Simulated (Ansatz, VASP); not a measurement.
# Al35RuN36 (Ru_Al) in two plane-wave programs

Aim: how closely do two programs agree when they are given the same cell, functional and k mesh? The structure shown is the start of the Ansatz relaxation below; VASP solves that cell, so the two are compared at the walk's first step.

Method: plane waves, with VASP 6.6.1 beside it; single point at r2SCAN, in Ansatz 0.2.0.

## (1) Starting point

The cell holds 72 atoms: 35 Al, 36 N and 1 Ru. Its edges and angles: a = 9.320 Å, b = 9.320 Å, c = 9.956 Å, α = 90.0°, β = 90.0°, γ = 120.0°. It derives from AlN (AlN (P6_3mc)). Nearest the centre at fractional (0.444, 0.556, 0.500): Ru72 at 0.05 Å, N52 at 1.87 Å, N55 at 1.87 Å, N56 at 1.89 Å, N40 at 1.90 Å, Al7 at 3.03 Å, Al18 at 3.03 Å, N53 at 3.03 Å.

Structure file:

```
Al N Ru
1.0
     9.31957    0.00000    0.00000
    -4.65978    8.07098    0.00000
     0.00000    0.00000    9.95648
Al N Ru
35 36 1
Direct
  0.21788 0.10748 0.24629
  0.11481 0.22050 0.50186
  0.22434 0.11007 0.75389
  0.10691 0.21888 0.99610
  0.22231 0.44471 0.24458
  0.10607 0.54996 0.49911
  0.22524 0.44956 0.74680
  0.10589 0.55564 0.99863
  0.22301 0.78185 0.25320
  0.10860 0.88424 0.49628
  0.21607 0.77533 0.74962
  0.10782 0.89138 0.99783
  0.55068 0.10759 0.25253
  0.45017 0.22680 0.50064
  0.55495 0.11615 0.74973
  0.43975 0.22335 0.99990
  0.55569 0.44043 0.24635
  0.55496 0.44289 0.74474
  0.44098 0.55375 0.00377
  0.55892 0.78394 0.25006
  0.43829 0.88587 0.49903
  0.55671 0.77614 0.75408
  0.44559 0.88874 0.00449
  0.88869 0.10829 0.25393
  0.77240 0.21934 0.50209
  0.88283 0.10698 0.74961
  0.77640 0.21643 0.99852
  0.88525 0.43830 0.24929
  0.78254 0.55843 0.49642
  0.89507 0.44726 0.74944
  0.77422 0.55761 0.99760
  0.88799 0.77205 0.24909
  0.77325 0.88485 0.49660
  0.89084 0.77379 0.75068
  0.77167 0.88515 0.99905
  0.21969 0.11466 0.44127
  0.10568 0.21827 0.19253
  0.22040 0.11276 0.94455
  0.10843 0.22454 0.69336
  0.21898 0.44066 0.44417
  0.11079 0.55916 0.18683
  0.22345 0.43981 0.94005
  0.10962 0.54963 0.69092
  0.22523 0.77464 0.44104
  0.11004 0.88313 0.19116
  0.22351 0.78086 0.94475
  0.11488 0.88662 0.68953
  0.55632 0.11205 0.44535
  0.44487 0.22766 0.19151
  0.55372 0.10882 0.93578
  0.44634 0.22826 0.69082
  0.54956 0.44099 0.44159
  0.44712 0.55798 0.19481
  0.55833 0.44249 0.94362
  0.44554 0.55183 0.68749
  0.55877 0.77933 0.44469
  0.44508 0.88744 0.18569
  0.55555 0.78296 0.93911
  0.43845 0.88506 0.69141
  0.88672 0.10530 0.43881
  0.78271 0.22790 0.19087
  0.89271 0.11378 0.94428
  0.77755 0.22581 0.69403
  0.89303 0.44397 0.43751
  0.77538 0.55091 0.18708
  0.89186 0.44574 0.94480
  0.77630 0.55143 0.68669
  0.89171 0.77779 0.43613
  0.77275 0.88775 0.19304
  0.88898 0.77259 0.93929
  0.77270 0.88917 0.68926
  0.43910 0.55028 0.49889
```

## (2) Ansatz: relaxation, r2SCAN

Ansatz runs on its PAW soft_1 files.

The two programs are compared at the cell with which this relaxation starts, whose forces are those of its first step.

Input file input.yaml:

```yaml
crystal:
  lattice:
    - [9.31956554, 9.0e-08, 0.0]
    - [-4.65978284, 8.07098046, 0.0]
    - [0.0, 0.0, 9.95647772]
  atoms:
    - { symbol: Al, position: [0.22222222, 0.11111111, 0.24960167] }
    - { symbol: Al, position: [0.11111111, 0.22222222, 0.49960167] }
    - { symbol: "N", position: [0.22222222, 0.11111111, 0.44039833] }
    - { symbol: "N", position: [0.11111111, 0.22222222, 0.19039833] }
    - { symbol: Al, position: [0.22222222, 0.11111111, 0.74960167] }
    - { symbol: Al, position: [0.11111111, 0.22222222, 0.99960167] }
    - { symbol: "N", position: [0.22222222, 0.11111111, 0.94039833] }
    - { symbol: "N", position: [0.11111111, 0.22222222, 0.69039833] }
    - { symbol: Al, position: [0.22222222, 0.44444444, 0.24960167] }
    - { symbol: Al, position: [0.11111111, 0.55555556, 0.49960167] }
    - { symbol: "N", position: [0.22222222, 0.44444444, 0.44039833] }
    - { symbol: "N", position: [0.11111111, 0.55555556, 0.19039833] }
    - { symbol: Al, position: [0.22222222, 0.44444444, 0.74960167] }
    - { symbol: Al, position: [0.11111111, 0.55555556, 0.99960167] }
    - { symbol: "N", position: [0.22222222, 0.44444444, 0.94039833] }
    - { symbol: "N", position: [0.11111111, 0.55555556, 0.69039833] }
    - { symbol: Al, position: [0.22222222, 0.77777778, 0.24960167] }
    - { symbol: Al, position: [0.11111111, 0.88888889, 0.49960167] }
    - { symbol: "N", position: [0.22222222, 0.77777778, 0.44039833] }
    - { symbol: "N", position: [0.11111111, 0.88888889, 0.19039833] }
    - { symbol: Al, position: [0.22222222, 0.77777778, 0.74960167] }
    - { symbol: Al, position: [0.11111111, 0.88888889, 0.99960167] }
    - { symbol: "N", position: [0.22222222, 0.77777778, 0.94039833] }
    - { symbol: "N", position: [0.11111111, 0.88888889, 0.69039833] }
    - { symbol: Al, position: [0.55555556, 0.11111111, 0.24960167] }
    - { symbol: Al, position: [0.44444444, 0.22222222, 0.49960167] }
    - { symbol: "N", position: [0.55555556, 0.11111111, 0.44039833] }
    - { symbol: "N", position: [0.44444444, 0.22222222, 0.19039833] }
    - { symbol: Al, position: [0.55555556, 0.11111111, 0.74960167] }
    - { symbol: Al, position: [0.44444444, 0.22222222, 0.99960167] }
    - { symbol: "N", position: [0.55555556, 0.11111111, 0.94039833] }
    - { symbol: "N", position: [0.44444444, 0.22222222, 0.69039833] }
    - { symbol: Al, position: [0.55555556, 0.44444444, 0.24960167] }
    - { symbol: Ru, position: [0.44444444, 0.55555556, 0.49960167], spin: 1.0 }
    - { symbol: "N", position: [0.55555556, 0.44444444, 0.44039833] }
    - { symbol: "N", position: [0.44444444, 0.55555556, 0.19039833] }
    - { symbol: Al, position: [0.55555556, 0.44444444, 0.74960167] }
    - { symbol: Al, position: [0.44444444, 0.55555556, 0.99960167] }
    - { symbol: "N", position: [0.55555556, 0.44444444, 0.94039833] }
    - { symbol: "N", position: [0.44444444, 0.55555556, 0.69039833] }
    - { symbol: Al, position: [0.55555556, 0.77777778, 0.24960167] }
    - { symbol: Al, position: [0.44444444, 0.88888889, 0.49960167] }
    - { symbol: "N", position: [0.55555556, 0.77777778, 0.44039833] }
    - { symbol: "N", position: [0.44444444, 0.88888889, 0.19039833] }
    - { symbol: Al, position: [0.55555556, 0.77777778, 0.74960167] }
    - { symbol: Al, position: [0.44444444, 0.88888889, 0.99960167] }
    - { symbol: "N", position: [0.55555556, 0.77777778, 0.94039833] }
    - { symbol: "N", position: [0.44444444, 0.88888889, 0.69039833] }
    - { symbol: Al, position: [0.88888889, 0.11111111, 0.24960167] }
    - { symbol: Al, position: [0.77777778, 0.22222222, 0.49960167] }
    - { symbol: "N", position: [0.88888889, 0.11111111, 0.44039833] }
    - { symbol: "N", position: [0.77777778, 0.22222222, 0.19039833] }
    - { symbol: Al, position: [0.88888889, 0.11111111, 0.74960167] }
    - { symbol: Al, position: [0.77777778, 0.22222222, 0.99960167] }
    - { symbol: "N", position: [0.88888889, 0.11111111, 0.94039833] }
    - { symbol: "N", position: [0.77777778, 0.22222222, 0.69039833] }
    - { symbol: Al, position: [0.88888889, 0.44444444, 0.24960167] }
    - { symbol: Al, position: [0.77777778, 0.55555556, 0.49960167] }
    - { symbol: "N", position: [0.88888889, 0.44444444, 0.44039833] }
    - { symbol: "N", position: [0.77777778, 0.55555556, 0.19039833] }
    - { symbol: Al, position: [0.88888889, 0.44444444, 0.74960167] }
    - { symbol: Al, position: [0.77777778, 0.55555556, 0.99960167] }
    - { symbol: "N", position: [0.88888889, 0.44444444, 0.94039833] }
    - { symbol: "N", position: [0.77777778, 0.55555556, 0.69039833] }
    - { symbol: Al, position: [0.88888889, 0.77777778, 0.24960167] }
    - { symbol: Al, position: [0.77777778, 0.88888889, 0.49960167] }
    - { symbol: "N", position: [0.88888889, 0.77777778, 0.44039833] }
    - { symbol: "N", position: [0.77777778, 0.88888889, 0.19039833] }
    - { symbol: Al, position: [0.88888889, 0.77777778, 0.74960167] }
    - { symbol: Al, position: [0.77777778, 0.88888889, 0.99960167] }
    - { symbol: "N", position: [0.88888889, 0.77777778, 0.94039833] }
    - { symbol: "N", position: [0.77777778, 0.88888889, 0.69039833] }
  host:
    repeats: [3, 3, 2]
    atoms:
      - { symbol: Al, position: [0.66666667, 0.33333333, 0.49920333] }
      - { symbol: Al, position: [0.33333333, 0.66666667, 0.99920333] }
      - { symbol: "N", position: [0.66666667, 0.33333333, 0.88079667] }
      - { symbol: "N", position: [0.33333333, 0.66666667, 0.38079667] }
basis:
  ecutwfc: 500
  xc_grid: 2
hamiltonian:
  xc: r2scan
  pseudopotentials: { kind: paw, azcp: { folder: soft_1 } }
kpoints:
  mp_grid: { grid: [1, 1, 1], shift: [0.25, 0.25, 0.25] }
magnetization:
  spin_polarized: true
  initial_magnetization: 1
  spin_locking: { lock_magnetization: hard }
scf:
  occupations: { method: fixed }
  max_iter: 80
output:
  forces: true
  charged_corrections:
    epsilon: [4.49, 4.49, 4.72]
    static_epsilon: [8.15, 8.15, 9.65]
    defect_position: [0.444444, 0.555556, 0.499602]
relax:
  f_tol: 0.02
  max_steps: 80
  random_displacement: { amplitude: 0.05, seed: 1505 }
checkpoint:
  write: "../q0_M1.relax.run"
  compress: false
  write_wavefunctions: true
  write_every: 100000
```

Command:

```
> ansatz run input.yaml --threads 4 --pin off --max-ram 15073MiB --backend cpu --events-out ev --progress --plain --runs-dir out
```

Numbers of over 12 decimals in the logs are rounded to 6 here.

The program printed:

```text
Warning: This run holds its total moment fixed (magnetization.spin_locking.lock_magnetization: hard) and mixes its density by anderson or broyden (scf.mixing.algorithm, typed or taken by auto). Slabs with a fixed moment have converged under broyden above another state at the same moment, at the default mixing steps and at smaller ones, and under scf.lower_state_search: standard, light or off a state that such a mixer [...]
Engine: ansatz 0.2.0, aarch64-unknown-linux-gnu
Pseudopotentials: kind: paw
Pseudopotential: Al, paw, valence charge 3, recommended cutoff 500 eV (meta_gga), soft_1/Al.paw.azcp
Pseudopotential: N, paw, valence charge 5, recommended cutoff 500 eV (meta_gga), soft_1/N.paw.azcp
Pseudopotential: Ru, paw, valence charge 16, recommended cutoff 500 eV (meta_gga), soft_1/Ru.paw.azcp
Functional definition: r2SCAN
  parameter k0 = 0.174
  parameter k1 = 0.065
  parameter a1 = 4.9479
  exchange = r2scan_x(k0 = k0, k1 = k1, a1 = a1)
  correlation = r2scan_c
Crystal: 72 atoms, lattice volume = 748.907 Å³
Basis set: ecut = 500 eV, 18913 PW (Γ), exchange–correlation on 144×144×150 points (8 copies of the dense FFT grid, shifted against one another)
Bands: 223, of which v1, the nominal top of the filled ones, is band 151 counted from 1 (150 counted from 0)
Symmetry: 1 space group operations
k-points: 1
Non-local potential: Al, projectors of the file, l = 0: 2, l = 1: 2, l = 2: 1
Non-local potential: N, projectors of the file, l = 0: 2, l = 1: 2, l = 2: 1
Non-local potential: Ru, projectors of the file, l = 0: 3, l = 1: 2, l = 2: 2, l = 3: 1
PAW form: soft (Blöchl's): semilocal exchange-correlation on the pseudo side does not see the compensation charge
PAW frozen core: Al, regenerated for the run's functional (the file was generated under x = pbe(κ = 0.804, μ = 0.219515), c = pbe(β = 0.066725))
PAW frozen core: N, regenerated for the run's functional (the file was generated under x = pbe(κ = 0.804, μ = 0.219515), c = pbe(β = 0.066725))
PAW frozen core: Ru, regenerated for the run's functional (the file was generated under x = pbe(κ = 0.804, μ = 0.219515), c = pbe(β = 0.066725))
PAW one-centre angular grid: Al, 302 points (default); XC on 160 Gauss nodes
PAW one-centre angular grid: N, 302 points (default); XC on 160 Gauss nodes
PAW one-centre angular grid: Ru, 590 points (default); XC on 160 Gauss nodes
Initial density: superposition of atomic densities (chi_scale 0.1, normalization cell, long waves kept (reshape's long-wave potential 0.03 eV rms))
Starting moments: Σ|m| = 1 μB on 1 of 72 sites
Initial wavefunctions: pseudopotential atomic-orbital guess
Functional: x = r2scan, c = r2scan; τ floored in thin density (d = 2e-4 eV/Å³)
SCF iter   1: F=—  HF=-38803.169480 eV  |F-HF|=—  |Δ(HF+E_count)|=         —  Δρ=6.90e-2 (↑6.90e-2 ↓6.82e-2)  dr2=1.70e2  dr2_τ=4.96e0  dr2_m=2.33e-1  M=1.000 μB ∫|m|=1.093 μB  β_m=1.20  ethr=3.10e-3  ⟨swp⟩=4.5  Hψ=1534  notcnv=0  defer=140
preconditioner: auto → Resta (q_TF=auto, 2.344 Å⁻¹)  ε∞=3.4  [insulator: Δε(μ)=0.206 eV  Ē_g=15.011 eV  n_scr=162 (ndim 8)  ℏωp=23.2 eV  f_vac=0.000  ε∞_Penn≈3.4]
spin=Collinear: Resta preconditioning applied to the charge; magnetization (m = ρ↑ − ρ↓) channel mixes plain (no charge-response kernel on spin).
SCF iter   2: F=—  HF=-38769.936836 eV  |F-HF|=—  |Δ(HF+E_count)|=    3.32e1  Δρ=3.54e-2 (↑3.54e-2 ↓3.54e-2)  dr2=4.49e1  dr2_τ=4.26e-1  dr2_m=6.48e-3  M=1.000 μB ∫|m|=1.146 μB  β_m=1.20  ethr=3.10e-3  ⟨swp⟩=3.0  Hψ=773  notcnv=0  defer=140  κ⁻¹=1.0e0(r=1)
SCF iter   3: F=—  HF=-38765.671779 eV  |F-HF|=—  |Δ(HF+E_count)|=    4.27e0  Δρ=1.81e-2 (↑1.80e-2 ↓1.81e-2)  dr2=6.27e0  dr2_τ=6.44e-2  dr2_m=4.31e-3  M=1.000 μB ∫|m|=1.212 μB  β_m=1.20  ethr=3.10e-3  ⟨swp⟩=2.0  Hψ=758  notcnv=0  defer=140  κ⁻¹=6.7e-2(r=2)
SCF iter   4: F=—  HF=-38766.351736 eV  |F-HF|=—  |Δ(HF+E_count)|=   6.80e-1  Δρ=1.17e-2 (↑1.17e-2 ↓1.17e-2)  dr2=2.07e0  dr2_τ=3.01e-2  dr2_m=4.53e-4  M=1.000 μB ∫|m|=1.231 μB  β_m=1.20  ethr=2.08e-3  ⟨swp⟩=2.0  Hψ=467  notcnv=0  defer=140  κ⁻¹=7.4e-3(r=3)
SCF iter   5: F=—  HF=-38766.533342 eV  |F-HF|=—  |Δ(HF+E_count)|=   1.82e-1  Δρ=2.72e-3 (↑2.72e-3 ↓2.67e-3)  dr2=1.25e-1  dr2_τ=3.40e-3  dr2_m=3.49e-4  M=1.000 μB ∫|m|=1.240 μB  β_m=1.20  ethr=6.86e-4  ⟨swp⟩=2.0  Hψ=319  notcnv=0  defer=141  κ⁻¹=1.1e-3(r=4)
[...]
k-point 0 ↓: bands = [... 147 lower, 6.8775, 8.8955, 8.9771, 10.4481, 10.8449, 10.9815, 13.1459, 13.2100, ... 68 higher]
--- Relaxed structure (7 steps of the walk, 6 accepted, 0 SCFs on fresh bases) ---
  F+E_penalty+E_count = -38769.83308199 eV   max|allowed force component| = 1.972e-2 eV/Å
  atoms:
    - { symbol: Al, position: [0.221457, 0.109831, 0.249894] }
    - { symbol: Al, position: [0.106420, 0.216027, 0.502386] }
    - { symbol: N, position: [0.220929, 0.109365, 0.440789] }
    - { symbol: N, position: [0.109794, 0.218928, 0.188785] }
    - { symbol: Al, position: [0.221230, 0.109566, 0.750636] }
    - { symbol: Al, position: [0.109938, 0.220343, 0.999134] }
    - { symbol: N, position: [0.221050, 0.109555, 0.940601] }
    - { symbol: N, position: [0.109769, 0.219873, 0.692306] }
    - { symbol: Al, position: [0.214817, 0.439241, 0.248812] }
    - { symbol: Al, position: [0.105723, 0.553255, 0.501949] }
    - { symbol: N, position: [0.195871, 0.427617, 0.437033] }
    - { symbol: N, position: [0.109570, 0.554651, 0.189440] }
    - { symbol: Al, position: [0.221244, 0.443046, 0.749230] }
    - { symbol: Al, position: [0.109889, 0.554710, 0.999365] }
    - { symbol: N, position: [0.221848, 0.443878, 0.941599] }
    - { symbol: N, position: [0.109673, 0.554207, 0.691748] }
    - { symbol: Al, position: [0.222019, 0.776265, 0.250063] }
    - { symbol: Al, position: [0.111273, 0.887249, 0.499831] }
    - { symbol: N, position: [0.222576, 0.775739, 0.441270] }
    - { symbol: N, position: [0.111081, 0.887322, 0.191169] }
    - { symbol: Al, position: [0.221616, 0.776725, 0.750414] }
    - { symbol: Al, position: [0.110625, 0.887729, 1.000631] }
    - { symbol: N, position: [0.221300, 0.777008, 0.940565] }
    - { symbol: N, position: [0.110878, 0.887489, 0.690366] }
    - { symbol: Al, position: [0.554517, 0.110407, 0.250210] }
    - { symbol: Al, position: [0.442138, 0.219339, 0.501907] }
    - { symbol: N, position: [0.554448, 0.111846, 0.440566] }
    - { symbol: N, position: [0.443266, 0.220358, 0.189231] }
    - { symbol: Al, position: [0.555381, 0.110918, 0.750529] }
    - { symbol: Al, position: [0.443283, 0.221009, 0.999223] }
    - { symbol: N, position: [0.555046, 0.110813, 0.940668] }
    - { symbol: N, position: [0.443567, 0.221122, 0.691793] }
    - { symbol: Al, position: [0.556844, 0.441595, 0.248131] }
    - { symbol: Ru, position: [0.440449, 0.556760, 0.480312] }
    - { symbol: N, position: [0.562671, 0.436125, 0.437150] }
    - { symbol: N, position: [0.443059, 0.554967, 0.199329] }
    - { symbol: Al, position: [0.553975, 0.444316, 0.749095] }
    - { symbol: Al, position: [0.443185, 0.555011, 1.002588] }
    - { symbol: N, position: [0.553763, 0.444549, 0.941571] }
    - { symbol: N, position: [0.442948, 0.555105, 0.691398] }
    - { symbol: Al, position: [0.558979, 0.783194, 0.249006] }
    - { symbol: Al, position: [0.445157, 0.892293, 0.501867] }
    - { symbol: N, position: [0.570648, 0.801798, 0.437136] }
    - { symbol: N, position: [0.443653, 0.888604, 0.189500] }
    - { symbol: Al, position: [0.555174, 0.776894, 0.749129] }
    - { symbol: Al, position: [0.443587, 0.888332, 0.999400] }
    - { symbol: N, position: [0.554307, 0.776287, 0.941535] }
    - { symbol: N, position: [0.444129, 0.888566, 0.691711] }
    - { symbol: Al, position: [0.888438, 0.109711, 0.250809] }
[...]
- { symbol: Al, position: [0.887813, 0.443773, 0.250216] }
    - { symbol: Al, position: [0.779155, 0.556388, 0.501955] }
    - { symbol: N, position: [0.886301, 0.443843, 0.440566] }
    - { symbol: N, position: [0.778029, 0.555173, 0.189167] }
    - { symbol: Al, position: [0.887302, 0.442866, 0.750563] }
    - { symbol: Al, position: [0.777312, 0.555062, 0.999193] }
    - { symbol: N, position: [0.887418, 0.443180, 0.940662] }
    - { symbol: N, position: [0.777176, 0.554746, 0.691836] }
    - { symbol: Al, position: [0.888573, 0.776924, 0.249895] }
    - { symbol: Al, position: [0.782209, 0.891648, 0.502370] }
    - { symbol: N, position: [0.889209, 0.777513, 0.440792] }
    - { symbol: N, position: [0.779267, 0.888376, 0.188751] }
    - { symbol: Al, position: [0.888792, 0.777103, 0.750643] }
    - { symbol: Al, position: [0.777841, 0.888241, 0.999113] }
    - { symbol: N, position: [0.888807, 0.777283, 0.940591] }
    - { symbol: N, position: [0.778364, 0.888412, 0.692306] }
```

(Continued in part 2 of 2.)

[Lines on the potential files, build, host, timing and source positions are cut from VASP's logs without a mark.]

[Logs are printed without paths, hosts, clocks, repeated set-up lines and the standing remarks that a program may print on its own settings, such as how far it seeks lower states.]

[Hosts, paths, dates, database ids (printed as entryN), source tags and the programs' standing remarks are cut or masked in the printed files.]
